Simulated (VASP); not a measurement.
# HfO2: single point with HSE06

Crystal: HfO2.

```
Hf O
1.0
     0.00000    2.65000    2.65000
     2.65000    0.00000    2.65000
     2.65000    2.65000    0.00000
Hf O
1 2
Direct
  0.00000 0.00000 0.00000
  0.25000 0.25000 0.25000
  0.75000 0.75000 0.75000
```

The cell was built by a generator and needn't be a form met in nature.

```yaml
Program: VASP 6.6.1
Task: single point
Functional: HSE06
Potentials_or_basis: VASP PAW PBE potentials, release 64 (Hf_pv, O)
Cutoff: 700 eV
k_mesh: 6 × 6 × 6
Occupations: gaussian, width 0.05 eV
Spin: no spin polarisation
```

| Item | Value |
| --- | --- |
| Pressure | -32.1 GPa |
| Band gap on the k mesh | 4.94 eV, direct |

Levels at points of the mesh, in eV from the valence-band top:
| k point | band 9 | band 10 | band 11 | band 12 | band 13 | band 14 |
| --- | --- | --- | --- | --- | --- | --- |
| (0.00, 0.00, 0.00) | -0.61 | -0.61 | -0.61 | 5.08 | 5.08 | 6.30 |
| (0.50, 0.00, 0.00) | -2.64 | -1.85 | -1.85 | 5.69 | 5.69 | 7.39 |
| (0.50, 0.50, 0.00) | -1.43 | -1.43 | 0.00 | 4.94 | 6.49 | 7.06 |

Wall time 20 min on 1 thread of Intel(R) Xeon(R) 6975P-C (Granite Rapids), with other jobs on the host, peak memory 0.29 GiB.

Caveat: a pressure of tens of GPa on the cell as given is suspect, and the run, the potentials or the cell itself is likely at fault; the PAW data sets were made with another functional, which shifts forces and pressure a little; spin-orbit coupling is left out, which moves the levels of the heavy elements. A k mesh can miss the band edges.
